## A low point in the wrong place

In a single layer of WS₂, the highest filled level sinks as one moves from the centre of the Brillouin zone, Γ, towards M, the middle of an edge. The natural guess is that it sinks furthest at M. The calculation puts it lower at (3/8, 0), three quarters of the way there: −1.166 eV, against −0.876 eV at M. This reversal belongs to a pattern that also brings the level back up near K, the corner of the zone.

ABINIT 10.8.3, plane-wave DFT with the LDA functional and JTH PAW LDA v2.0 datasets, for a single layer of WS₂ at fixed geometry, without spin-orbit coupling. The k mesh is 8×8×2, the wave cutoff 544 eV and the Fermi-Dirac smearing 0.05 eV. All points listed have third coordinate c = 0, and levels are counted from the highest filled level on the mesh.

```csv
point a (reciprocal cell vector),point b (reciprocal cell vector),level point (row),level under 2 (eV),level under 1 (eV),level over 1 (eV)
0.0000,0.0000,1,-1.620,0.000,2.899
0.1250,0.0000,2,-1.299,-0.157,2.571
0.3750,0.0000,3,-1.431,-1.166,2.626
0.5000,0.0000,4,-1.227,-0.876,2.815
0.1250,0.1250,5,-1.166,-0.572,2.187
0.2500,0.2500,6,-1.815,-0.600,2.442
0.3750,0.2500,7,-2.170,-0.183,2.053
```

The columns "point a" and "point b" fix the electron wave: one step along the first lattice vector advances its phase by 2πa, and one step along the second by 2πb. Γ is (0, 0) and M is (1/2, 0). K is (1/3, 1/3), and the nearest row to it is (3/8, 1/4). "Level under 1" is the highest filled level, "level under 2" the next one down and "level over 1" the lowest empty one, all counted from the highest filled level found on the mesh, which lies at Γ. Three in-plane points of the mesh are not in the table, among them (1/4, 0) on the line from Γ to M.

## Why nearest neighbours fail

The energy of a single band can be written as a sum over shells of lattice vectors. Each shell contributes a constant times a sum of cosines, because a wave gains or loses energy according to whether it is in step with itself at the two ends of the vector. For the nearest shell the sum is

S₁ = cos 2πa + cos 2πb + cos 2π(a + b).

It has its largest value, 3, at Γ and its smallest, −1.5, at K. A band governed by this shell would therefore have its top at one of these points and its bottom at the other. The computed level does something else: it is high at Γ, sags to about −0.6 eV at both (1/8, 1/8) and (1/4, 1/4), and has recovered to −0.183 eV at the row nearest K.

The second shell, with vectors √3 times as long, has the sum

S₂ = cos 2π(a − b) + cos 2π(2a + b) + cos 2π(a + 2b).

At K the three phases are 0, 1 and 1 full turns, so every cosine equals one, just as at Γ. For second neighbours the two points are the same. The lowest value of S₂ is −1.5, reached at (1/3, 0), two thirds of the way from Γ to M. At M itself S₂ has climbed back to −1. A band governed by this shell would therefore show both the low point inside the zone and the return near K.

## Why the second shell is strong

It may seem odd that distant neighbours should outweigh near ones. A likely reason lies in the tungsten d orbitals. It is well established for such layers that the top filled state at Γ is mainly dz², which points out of the layer, while at K it is mainly a combination of the two d orbitals that lie in the plane. Somewhere between the two points the filled band has to change its character.

Take A as the energy of the dz² band, B as that of the in-plane band, and V as the strength with which they mix. The lower of the two resulting levels is

E = (A + B)/2 − √[((A − B)/2)² + V²].

At Γ and at K a rotation by 120° multiplies the two kinds of state by different phase factors. States that differ in this way do not mix, so V is zero at both points. Between them the symmetry is lower, V is allowed, and the square root pushes the filled level down. The two bands alone would not produce the sag. The lowest empty state at K is known to be mainly dz², so that band has to climb from the filled level at Γ to the empty one at K, while the in-plane band comes down the other way. If both change steadily, the lower of the two would, without mixing, rise between the points. With mixing, the level stands high where symmetry protects it and sags where it does not.

This also suggests how second neighbours can come in, though not by itself why they outweigh the first. The lowering depends on V², which describes two steps in succession: one to a neighbouring tungsten atom with a change of orbital, and another with a change back. Two steps whose directions differ by 60° end on a second neighbour. A strong second shell therefore need not mean that an electron jumps that far at once; it can be the trace of two short steps through another orbital. The first shell, for its part, has little room: it would set Γ and K far apart, while the computed level is almost as high near K as at Γ.

The energies show the sag and the recovery. The orbital mixing behind them is an argument from symmetry and from the known character of the states, since energies alone do not identify orbitals. Nor does that argument settle why M lies above (3/8, 0), because symmetry allows mixing at M too. For a related layer, the question to ask is where symmetry forbids the top filled band to mix with all of the empty d bands close above it. One blocked partner is not enough: on the line from Γ to M a mirror plane is expected to keep dz² apart from one in-plane band but not from the other, and the level sags there all the same. The points where every partner is blocked are the first places to look for its maxima.

## The estimate worked through

The simplest model keeps only a constant and the second shell. Fitted to the highest filled level in all seven rows, it reads

E = −0.673 eV + 0.232 eV × S₂.

For the odd row, a = 3/8 and b = 0. The three cosines are −0.707, 0 and −0.707, so S₂ = −1.414 and E = −0.673 − 0.328 = −1.001 eV. The computed value is −1.166 eV. This row was part of the fit, so the comparison tests the shape of the model and is no prediction.

The model puts M above this row, as the calculation does, but by only 0.10 eV where the calculation finds 0.29 eV. A single cosine sum is too smooth for so sharp a dip. A possible reason is that the square root in the formula for E behaves like V² only while V is small beside A − B. Away from Γ and K this is not expected to hold, so the two-step picture is only a guide there and longer vectors begin to count, though that alone does not single out this row. The next filled level is also only 0.27 eV below the top one here, so it is less certain than at Γ which band the top level belongs to.

Over all rows the typical (rms) error is 0.14 eV, about an eighth of the 1.17 eV that the level spans. The largest miss is not at the odd row but at (1/8, 1/8), where the model lies 0.20 eV too low; at (1/4, 1/4) it lies 0.16 eV too high. It therefore puts the first of these points well below the second, while the calculation has them almost level: the model gives the sag between Γ and K, but not its shape. A constant with the first shell alone gives 0.33 eV. When each row in turn is predicted from the other six, the error is 0.19 eV for the second shell and 0.45 eV for the first; using both shells together brings no gain in this test. The analysis printed below gives the fits row by row.

## The empty level has two valleys

The lowest empty level does not mirror the filled one. From Γ towards K it drops to 2.187 eV at (1/8, 1/8), rises to 2.442 eV at (1/4, 1/4), and is lowest, at 2.053 eV, in the row nearest K. The first drop belongs to a known valley about halfway between Γ and K, and the second to the valley at K itself.

A possible reason, in the two-level picture, is that two tendencies compete in the upper band. Where the dz² and in-plane bands would cross, the upper of the two is at its lowest, which favours a valley between Γ and K. Mixing with the filled band pushes that same level up except at the protected points, which favours a valley at K. The picture leaves out the second in-plane band, which can push the level back down. Neither valley bottom lies on a row of the table, so the difference between the two rows is not the energy separation of the valleys. LDA is also known to set empty levels too close to filled ones, so 2.053 eV is no estimate of the measured gap.

## What the mesh hides at K

Read literally, the table describes an indirect gap: the highest filled level is at Γ and the lowest empty one near K. Yet the real single layer is known to have a direct gap at K. The seeming conflict begins with the mesh, which steps over K.

A rough correction is simple. The row (1/4, 1/4) is twice as far from K as (3/8, 1/4). If the filled level falls from K as the square of the distance, the drops at the two rows are in the ratio 4 to 1, and their difference is three times the smaller drop. That difference is 0.600 − 0.183 = 0.417 eV, so the level at K lies 0.139 eV above its value in the nearer row, at about −0.04 eV. The estimate treats all directions around K as alike, although one row lies towards Γ and the other towards M, and it stretches the parabola to (1/4, 1/4), where the level is probably already flattening into its sag. The true level at K is therefore probably higher, and may be level with Γ or slightly above it. Either way, a clear lead for Γ has become a near tie.

Spin-orbit coupling, left out of this calculation, then matters a great deal. It splits the filled level at K by roughly 0.4 eV but leaves the one at Γ unsplit. Raising the upper branch by half of that puts K about 0.16 eV above Γ, in line with the known direct gap. The layer was also computed at a fixed geometry that is under tension in this functional, and tension favours Γ. The heights of the sulfur atoms were not relaxed either, so the near tie belongs to this geometry.

The practical rule for a hexagonal layer is to choose a Γ-centred mesh whose in-plane divisions are a multiple of three, so that K is one of its points. With a heavy metal such as tungsten, spin-orbit coupling should be switched on before a gap is called direct or indirect.

Output of the analysis:

```
fit of level_under_1 on 7 rows: constant -0.6732 +/- 0.068, coefficient of shell2 0.2316 +/- 0.039; rms 0.138, worst 0.125 -0.197, leave-one-out rms 0.185
fit of level_under_1 on 7 rows: constant -0.5632 +/- 0.15, coefficient of shell1 0.1295 +/- 0.086; rms 0.325, worst 0.375 -0.563, leave-one-out rms 0.445
fit of level_under_1 on 7 rows: constant -0.6815 +/- 0.058, coefficient of shell1 0.0567 +/- 0.034, coefficient of shell2 0.2093 +/- 0.036; rms 0.106, worst 0.375 0.165, leave-one-out rms 0.203
Shell sums and second-shell model of the top valence level (eV):
    row  first shell sum  second shell sum    model  model less computed
    0.0                3                 3  0.02168              0.02168
  0.125            2.414             1.414  -0.3456              -0.1886
  0.375          -0.4142            -1.414   -1.001               0.1653
    0.5               -1                -1  -0.9048             -0.02876
  0.125            1.414           -0.4142  -0.7691              -0.1971
   0.25               -1                 1  -0.4415               0.1585
  0.375           -1.414             2.414   -0.114              0.06901
first shell sum at K: -1.5
second shell sum at K: 3
range of the top valence level over the rows, eV: 1.166
top valence level, M above (3/8,0), computed, eV: 0.29
the same rise in the second-shell model, eV: 0.09594
distance of the top two valence levels at (3/8,0), eV: 0.265
lowest empty level, (1/8,1/8) below (1/4,1/4), eV: 0.255
distance from K, (1/4,1/4) over (3/8,1/4), ratio: 2
top valence level at K from a parabola, rough, eV from Gamma: -0.044
the same with the upper spin-orbit branch, rough, eV from Gamma: 0.156
```
